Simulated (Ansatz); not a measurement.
# Pt(111) with 4 layers of random Pt-Pd, 2x2: scattering by chemical disorder, part 2 of 2

Wanted: resistance against the alloy's length, first Pt(111) with 4 layers of random Pt-Pd, 2x2.

Ansatz 0.2.0; Ansatz plane-wave DFT, PBE, PAW files; ballistic transport by layer matching (Landauer), zero bias; PAW set soft_1.

So far. Step 3 (With 8 alloy layers): Over the solved energies the transmission per spin lies between 3.37 and 4.28, out of 6.79 channels of the lead on average (up to 7.28).

**4. With 12 alloy layers**

In 12 layers a share of 0.75 of the sites is given to Pd at random. A fresh draw is used; the growth of the resistance with length is what counts.

System of this step: Pt(111) with 12 layers of random Pt-Pd, 2x2. The cell holds 72 atoms: 36 Pt and 36 Pd. Its edges and angles: a = 5.546 Å, b = 5.546 Å, c = 40.757 Å, α = 90.0°, β = 90.0°, γ = 120.0°. It derives from Pt. Regions: lead, 24 atoms (24 Pt); scattering region, 48 atoms (36 Pd and 12 Pt). The structure is stacked along c, and the current runs across the ab planes.

input.yaml

```yaml
crystal:
  lattice:
    - [5.5462627489, 0.0, 0.0]
    - [-2.7731313745, 4.8032044366, 0.0]
    - [0.0, 0.0, 40.7565411427]
  atoms:
    - { symbol: Pt, position: [0.0, 0.0, 0.0277777778] }
    - { symbol: Pt, position: [0.0, 0.5, 0.0277777778] }
    - { symbol: Pt, position: [0.5, 0.0, 0.0277777778] }
    - { symbol: Pt, position: [0.5, 0.5, 0.0277777778] }
    - { symbol: Pt, position: [0.1666666667, 0.3333333333, 0.0833333333] }
    - { symbol: Pt, position: [0.1666666667, 0.8333333333, 0.0833333333] }
    - { symbol: Pt, position: [0.6666666667, 0.3333333333, 0.0833333333] }
    - { symbol: Pt, position: [0.6666666667, 0.8333333333, 0.0833333333] }
    - { symbol: Pt, position: [0.3333333333, 0.1666666667, 0.1388888889] }
    - { symbol: Pt, position: [0.3333333333, 0.6666666667, 0.1388888889] }
    - { symbol: Pt, position: [0.8333333333, 0.1666666667, 0.1388888889] }
    - { symbol: Pt, position: [0.8333333333, 0.6666666667, 0.1388888889] }
    - { symbol: Pd, position: [0.0, 0.0, 0.1944444444] }
    - { symbol: Pd, position: [0.0, 0.5, 0.1944444444] }
    - { symbol: Pd, position: [0.5, 0.0, 0.1944444444] }
    - { symbol: Pd, position: [0.5, 0.5, 0.1944444444] }
    - { symbol: Pd, position: [0.1666666667, 0.3333333333, 0.25] }
    - { symbol: Pd, position: [0.1666666667, 0.8333333333, 0.25] }
    - { symbol: Pt, position: [0.6666666667, 0.3333333333, 0.25] }
    - { symbol: Pd, position: [0.6666666667, 0.8333333333, 0.25] }
    - { symbol: Pd, position: [0.3333333333, 0.1666666667, 0.3055555556] }
    - { symbol: Pd, position: [0.3333333333, 0.6666666667, 0.3055555556] }
    - { symbol: Pd, position: [0.8333333333, 0.1666666667, 0.3055555556] }
    - { symbol: Pd, position: [0.8333333333, 0.6666666667, 0.3055555556] }
    - { symbol: Pd, position: [0.0, 0.0, 0.3611111111] }
    - { symbol: Pt, position: [0.0, 0.5, 0.3611111111] }
    - { symbol: Pd, position: [0.5, 0.0, 0.3611111111] }
    - { symbol: Pd, position: [0.5, 0.5, 0.3611111111] }
    - { symbol: Pd, position: [0.1666666667, 0.3333333333, 0.4166666667] }
    - { symbol: Pd, position: [0.1666666667, 0.8333333333, 0.4166666667] }
    - { symbol: Pd, position: [0.6666666667, 0.3333333333, 0.4166666667] }
    - { symbol: Pd, position: [0.6666666667, 0.8333333333, 0.4166666667] }
    - { symbol: Pd, position: [0.3333333333, 0.1666666667, 0.4722222222] }
    - { symbol: Pd, position: [0.3333333333, 0.6666666667, 0.4722222222] }
    - { symbol: Pd, position: [0.8333333333, 0.1666666667, 0.4722222222] }
    - { symbol: Pt, position: [0.8333333333, 0.6666666667, 0.4722222222] }
    - { symbol: Pt, position: [0.0, 0.0, 0.5277777778] }
    - { symbol: Pd, position: [0.0, 0.5, 0.5277777778] }
    - { symbol: Pt, position: [0.5, 0.0, 0.5277777778] }
    - { symbol: Pt, position: [0.5, 0.5, 0.5277777778] }
    - { symbol: Pd, position: [0.1666666667, 0.3333333333, 0.5833333333] }
    - { symbol: Pd, position: [0.1666666667, 0.8333333333, 0.5833333333] }
    - { symbol: Pd, position: [0.6666666667, 0.3333333333, 0.5833333333] }
    - { symbol: Pd, position: [0.6666666667, 0.8333333333, 0.5833333333] }
    - { symbol: Pd, position: [0.3333333333, 0.1666666667, 0.6388888889] }
    - { symbol: Pd, position: [0.3333333333, 0.6666666667, 0.6388888889] }
    - { symbol: Pd, position: [0.8333333333, 0.1666666667, 0.6388888889] }
    - { symbol: Pd, position: [0.8333333333, 0.6666666667, 0.6388888889] }
    - { symbol: Pt, position: [0.0, 0.0, 0.6944444444] }
    - { symbol: Pt, position: [0.0, 0.5, 0.6944444444] }
    - { symbol: Pd, position: [0.5, 0.0, 0.6944444444] }
    - { symbol: Pt, position: [0.5, 0.5, 0.6944444444] }
    - { symbol: Pd, position: [0.1666666667, 0.3333333333, 0.75] }
    - { symbol: Pt, position: [0.1666666667, 0.8333333333, 0.75] }
    - { symbol: Pd, position: [0.6666666667, 0.3333333333, 0.75] }
    - { symbol: Pd, position: [0.6666666667, 0.8333333333, 0.75] }
    - { symbol: Pt, position: [0.3333333333, 0.1666666667, 0.8055555556] }
    - { symbol: Pd, position: [0.3333333333, 0.6666666667, 0.8055555556] }
    - { symbol: Pt, position: [0.8333333333, 0.1666666667, 0.8055555556] }
    - { symbol: Pd, position: [0.8333333333, 0.6666666667, 0.8055555556] }
    - { symbol: Pt, position: [0.0, 0.0, 0.8611111111] }
    - { symbol: Pt, position: [0.0, 0.5, 0.8611111111] }
    - { symbol: Pt, position: [0.5, 0.0, 0.8611111111] }
    - { symbol: Pt, position: [0.5, 0.5, 0.8611111111] }
    - { symbol: Pt, position: [0.1666666667, 0.3333333333, 0.9166666667] }
    - { symbol: Pt, position: [0.1666666667, 0.8333333333, 0.9166666667] }
    - { symbol: Pt, position: [0.6666666667, 0.3333333333, 0.9166666667] }
    - { symbol: Pt, position: [0.6666666667, 0.8333333333, 0.9166666667] }
    - { symbol: Pt, position: [0.3333333333, 0.1666666667, 0.9722222222] }
    - { symbol: Pt, position: [0.3333333333, 0.6666666667, 0.9722222222] }
    - { symbol: Pt, position: [0.8333333333, 0.1666666667, 0.9722222222] }
    - { symbol: Pt, position: [0.8333333333, 0.6666666667, 0.9722222222] }
kpoints:
  mp_grid: { grid: [5, 5, 1] }
hamiltonian:
  xc: pbe
  pseudopotentials: { kind: paw, azcp: { folder: soft_1 } }
scf:
  occupations: { method: fermi_dirac, width: 0.1 }
output:
  transmission:
    leads: [[0, 4]]
    kmesh: [10, 10]
    e_range: [-0.05, 0.05]
    de: 0.05
  write_potential: true
  write_density: true
  volumetric_format: npy
```

Command:

```sh
> ansatz run input.yaml --threads 4 --pin off --max-ram 15360MiB --backend cpu --events-out ev --progress --plain --runs-dir out
```

Numbers of over 12 decimals in the logs are rounded to 6 here.

The program printed:

```text
[...]
Crystal: 72 atoms, lattice volume = 1085.747 Å³
Basis set: ecut = 420 eV, 21305 PW (Γ)
Bands: 778, of which v1, the nominal top of the filled ones, is band 648 counted from 1 (647 counted from 0)
Symmetry: 1 space group operations
[...]
k-points: 13 of 25 (time reversal used)
[...]
SCF iter   1: F=—  HF=-701985.794359 eV  |F-HF|=—  |Δ(HF+E_count)|=         —  Δρ=1.73e-1  dr2=7.06e3  ethr=3.10e-3  ⟨swp⟩=4.4  Hψ=29802  notcnv=0  defer=323
[...]
SCF iter  13: F=-701916.670176 eV  HF=-701916.670176 eV  |F-HF|=9.43e-9  |Δ(HF+E_count)|=  5.82e-10  Δρ=2.28e-7  dr2=9.54e-9  ethr=7.72e-12  ⟨swp⟩=1.0  Hψ=19248  notcnv=0
SCF 1 converged in 13 iterations: F = -701916.670176 eV  dr2 = 9.54e-9
[...]
transmission: 372 of 3692 steps passed
transmission: 742 of 3692 steps passed
[...]
transmission: 3692 of 3692 steps passed
SCF converged after 13 iterations
Free energy (F): -701916.670176 eV
[...]
Internal energy: -701912.571294 eV  (E = F + TS)
E sigma→0 (E₀):  -701914.620735 eV
Entropy (-TS):   -4.098882 eV (-56.929 meV/atom)
Fermi energy:    21.250814 eV
[...]
--- Band table (eV; the first three rows and the last of 13) ---
  k-point 0: bands = [... 644 lower, 21.4264, 21.4361, 21.4401, 21.4481, 21.4543, 21.4633, 21.4659, 21.4729, ... 126 higher]
  k-point 1: bands = [... 644 lower, 21.2246, 21.2256, 21.2343, 21.2582, 21.2725, 21.3220, 21.3334, 21.3427, ... 126 higher]
  k-point 2: bands = [... 644 lower, 21.2161, 21.2354, 21.2518, 21.2671, 21.2705, 21.2907, 21.2960, 21.3028, ... 126 higher]
  k-point 12: bands = [... 644 lower, 21.1894, 21.2017, 21.2093, 21.2244, 21.2499, 21.2641, 21.2841, 21.3027, ... 126 higher]
--- Transmission ---
  basis      : 241 plane waves across, 71 finite elements along
  points     : 52, standing for a mesh of 10 x 10
[...]
channels       : 6.770000e0 a spin
[...]
junction   : crystal 0 to crystal 0, 0.70 to 39.19 Å
    transmission   : 3.444253e0 a spin
[...]
```

Run time: 36 min. Hardware: 4 threads of Arm Neoverse V1, shared host; peak memory 8.5 GiB.

This step gave:

- free energy: -701916.6702 eV
- energy at zero smearing: -701914.6207 eV
- Fermi energy: 21.25 eV
- transmission per spin nearest the Fermi level: 3.444
- open channels per spin nearest the Fermi level: 6.77
- step of the lead's potential: 12 meV

Per spin. Transmission, zone mean against energy, zero at the Fermi level:

| energy (eV) | transmission, zone mean |
| --- | --- |
| -0.0500 | 3.83 |
| 0.0000 | 3.44 |
| 0.0500 | 3.00 |

Over the solved energies the transmission per spin lies between 3.00 and 3.83, out of 6.75 channels of the lead on average (up to 7.28).

**5. The fit**

This step: Ansatz plane-wave DFT, PBE, PAW files; ballistic transport by layer matching (Landauer), zero bias; residual resistivity from the slope of the area resistance, atoms on the host's lattice; PAW set soft_1 (Ansatz 0.2.0).

Numbers from this step:

- resistivity: 13.78 µΩ cm
- intercept: 0.1305 fΩ m²
- scatter about the fit: 0.01385 fΩ m²

Resistance, by row:

```csv
run,length (Å),T,channels N,RA (fΩ m²)
n4,9.057,4.52,6.673,0.2455
n8,18.11,3.796,6.793,0.3997
n12,27.17,3.424,6.753,0.4951
```

Table of area resistance by length of the alloy:

| length of the alloy (Å) | area resistance (fΩ m²) |
| --- | --- |
| 9.06 | 0.245 |
| 18.11 | 0.400 |
| 27.17 | 0.495 |

The area resistance goes from 0.25 to 0.50 fΩ m² between 9.1 and 27.2 Å, a slope of 14 µΩ cm.

By hand from the end points: (0.4951 − 0.2455) fΩ m² / (27.17 − 9.06) Å = 14 µΩ cm, since 1 fΩ m² per Å is 1000 µΩ cm.

**6. Summary of results**

```json
{
  "resistivity from the slope": "13.8 µΩ cm",
  "area resistance over 9.06 Å": "0.245 fΩ m²",
  "area resistance over 18.1 Å": "0.400 fΩ m²",
  "area resistance over 27.2 Å": "0.495 fΩ m²"
}
```

What this shows: The slope gives 14 µΩ cm. The points scatter by 0.014 fΩ m² about the line, with one random draw a length in a 2x2 cell, so the slope is a rough value. The lead's own channel count moves between the runs (6.67, 6.79 and 6.75), which shifts RA and the slope too. Read with a model of isotropic scattering on a spherical Fermi surface and the lead's 1.9×10¹⁵ S/m², this slope means a mean free path near 29 Å (a rough figure, since the alloy's own channel count differs); over these lengths the model's slope is 1.04 times its bulk resistivity, which would be 13 µΩ cm. The atoms sit on the host's lattice, so scattering by size misfit is left out. Spin-orbit coupling is left out, which matters for Pt.

[Logs are printed without paths, hosts, clocks, repeated set-up lines and the standing remarks that a program may print on its own settings, such as how far it seeks lower states.]

[Hosts, paths, dates, database ids (printed as entryN), source tags and the programs' standing remarks are cut or masked in the printed files.]
